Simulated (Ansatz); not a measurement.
**Pt (sc type): how the settings move a single-point run**

How sensitive is a single-point run of Pt (sc type) to its settings? A reference run comes first, then one run with altered input.

This is Pt in the simple cubic structure; at room conditions it is fcc.

Method: reference: DFT, PBE, all-electron LAPW, scalar-relativistic, in Ansatz 0.2.0.

### 1 Starting point

Symmetry: Pm-3m, No. 221, cubic system. Conventional cell: a = 2.624 Å, b = 2.624 Å, c = 2.624 Å, α = 90.00°, β = 90.00°, γ = 90.00°. Pt (site symmetry m-3m) is surrounded by 6 Pt at 2.62 Å.

Structure file:

```cif
data_structure
_symmetry_space_group_name_H-M 'P 1'
_symmetry_Int_Tables_number 1
_cell_length_a 2.6244
_cell_length_b 2.6244
_cell_length_c 2.6244
_cell_angle_alpha 90.000
_cell_angle_beta 90.000
_cell_angle_gamma 90.000
_cell_volume 18.07
loop_
_atom_site_label
_atom_site_type_symbol
_atom_site_fract_x
_atom_site_fract_y
_atom_site_fract_z
_atom_site_occupancy
Pt1 Pt 0.00000 0.00000 0.00000 1
```

### 2 Baseline

Contents of input.yaml:

```yaml
crystal:
  lattice:
    - [2.6243521135, 0.0, 0.0]
    - [0.0, 2.6243521135, 0.0]
    - [0.0, 0.0, 2.6243521135]
  atoms:
    - { symbol: Pt, position: [0.0, 0.0, 0.0] }
kpoints:
  mp_grid: { grid: [16, 16, 16] }
  band_path:
    path:
      - [0.0, 0.0, 0.0]
      - [0.0, 0.5, 0.0]
      - [0.5, 0.5, 0.0]
      - [0.0, 0.0, 0.0]
      - [0.5, 0.5, 0.5]
      - [0.0, 0.5, 0.0]
      - [0.5, 0.5, 0.5]
      - [0.5, 0.5, 0.0]
    npoints: 14
scf:
  occupations: { method: fermi_dirac, width: 0.05 }
hamiltonian:
  xc: pbe
  pseudopotentials: { kind: all_electron, lapw: { basis_error: 0.001 } }
output:
  forces: true
  stress: true
  eigenvalues: true
  populations: true
  dos: { projected: true, de: 0.2, e_range: [-14, 8] }
```

The run is started by

```bash
ansatz run input.yaml --threads 1 --pin off --max-ram 2048MiB --backend cpu --events-out ev --progress --plain --runs-dir out
```

### 3 Changed: preconditioner kerker_dos

input.yaml: that of step 2 with these lines changed.

```diff
@@ -22,2 +22,3 @@
   occupations: { method: fermi_dirac, width: 0.05 }
+  mixing: { preconditioner: kerker_dos }
 hamiltonian:
@@ -30,2 +31 @@
   populations: true
-  dos: { projected: true, de: 0.2, e_range: [-14, 8] }
```

Before running it: what results should come out? Wanted: for each run, ending; energy change; pressure; gap; force.

The runs gave:

| run | ending | energy change | pressure (GPa) | gap (eV) | force (eV/Å) | cycles | time |
| --- | --- | --- | --- | --- | --- | --- | --- |
| reference | converged | 0 | 0.0 | 0.00 | 0.00 | 7 | 28 s |
| 1: preconditioner kerker_dos | converged | 0.0 meV/atom | 0.0 | 0.00 | 0.00 | 9 | 31 s |

Times don't compare one to one where runs were asked for different outputs or read a saved state (see the inputs); cycles may leave out searches for a lower state.

Residual by cycle in the longest SCF loop of each run; runs are numbered as in the table. The quantity is the density residual dr2, in eV.

| cycle | reference | run 1 |
| --- | --- | --- |
| 1 | 0.175 | 0.175 |
| 2 | 0.00167 | 0.0114 |
| 3 | 0.00332 | 0.0164 |
| 4 | 4.9e-4 | 0.00805 |
| 5 | 1.9e-5 | 0.00239 |
| 6 | 1.1e-7 | 1.1e-4 |
| 7 | 1.2e-9 | 8.3e-6 |
| 8 | - | 7.7e-7 |
| 9 | - | 4.9e-8 |

What this shows: With the changed mixing the energy agrees within 0.5 meV/atom.
